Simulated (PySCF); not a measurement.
Here is a PySCF 2.14.0 calculation.

The input run.py:

```python
import json
import numpy as np
from pyscf.pbc import gto, scf, dft, df
from pyscf.pbc.tools import pyscf_ase
from ase.io import read

atoms = read('As.xyz')
cell = pyscf_ase.cell_from_ase(atoms)
cell.basis = 'DZVP-MOLOPT-SR-GTH-q5'
cell.pseudo = 'GTH-PBE-q5'
cell.ke_cutoff = 50  # hartree
cell.exp_to_discard = 0.02
cell.precision = 1e-08
cell.max_memory = 5880  # MB
cell.verbose = 4
cell.build()

res = {}
kpts = cell.make_kpts([7, 7, 7])
mf = dft.KRKS(cell, kpts, xc='pbe')
mf = mf.multigrid_numint()
mf = mf.smearing(sigma=0.00183747, method='fermi')  # hartree
mf.conv_tol = 1e-07
mf.max_cycle = 60

atoms.calc = pyscf_ase.PySCF(method=mf)
print('ASE energy = %.8f eV' % atoms.get_potential_energy())
mf = atoms.calc.method_scan
res.update(converged=bool(mf.converged), e_tot=mf.e_tot, nelec=cell.nelectron, nao=cell.nao, mesh=list(map(int, cell.mesh)), a=cell.lattice_vectors().tolist(), coords=cell.atom_coords().tolist(),
           mo_energy=[np.real(x).tolist() for x in mf.mo_energy], mo_occ=[np.real(x).tolist() for x in mf.mo_occ])
res.update(e_free=mf.e_free, e_zero=mf.e_zero)
res.update(kpts=cell.get_scaled_kpts(kpts).tolist())
res['parts'] = {k: float(np.real(v)) for k, v in mf.scf_summary.items() if np.isscalar(v)}
json.dump(res, open('results.json', 'w'))
if not mf.converged:
    raise SystemExit('SCF not converged')

print('levels (eV)')
for i, kp in enumerate(res['kpts'][:40]):
    print('k %7.4f %7.4f %7.4f  ' % tuple(kp), ' '.join('%.3f' % (x * 27.211386) for x in res['mo_energy'][i][:10]))

# Mulliken populations
dm, s = np.asarray(mf.make_rdm1()), np.asarray(mf.get_ovlp())
sites = cell.aoslice_by_atom()[:, 2:]
tot = np.einsum('kij,kji->i', dm, s).real / len(kpts)
res['mulliken'] = [cell.atom_charge(i) - tot[a0:a1].sum() for i, (a0, a1) in enumerate(sites)]
print('Mulliken charges', np.round(res['mulliken'], 5))

# density of states, Gaussians of 0.15 eV
e = np.asarray(mf.mo_energy).real.reshape(1, -1) * 27.211386
ef = mf.get_fermi()
ef = np.max(ef) * 27.211386
x = np.arange(-15, 10.01, 0.1) + round(ef, 1)
dos = np.exp(-((x[:, None, None] - e) / 0.15) ** 2 / 2).sum(-1).T / (0.15 * np.sqrt(2 * np.pi) * len(kpts)) * 2
res.update(dos_e=x.tolist(), dos=dos.tolist())
for a, b in zip(x[::5], dos.T[::5]):
    print('%8.2f' % a, ' '.join('%9.4f' % y for y in b))
res['done'] = True
json.dump(res, open('results.json', 'w'))
```

File As.xyz:

```xyz
2
Lattice="1.9761863555 1.1409517243 3.6922866955 -1.9761863555 1.1409517243 3.6922866955 0.0000000000 -2.2819034487 3.6922866955" Properties=species:S:1:pos:R:3 pbc="T T T"
As     0.0000000000      0.0000000000      2.5033703795
As     0.0000000000     -0.0000000001      8.5734897070
```

Potentials or basis: DZVP-MOLOPT-SR/GTH-PBE (potentials made for PBE).

Launch:

```sh
$ OMP_NUM_THREADS=4 python -u run.py > log
```

(1) Estimate the band gap on the k mesh.

## Answers

(1) none (metal or under the smearing width).

Caveat: the basis of atomic orbitals isn't converged, which shifts pressures, moduli and gaps.
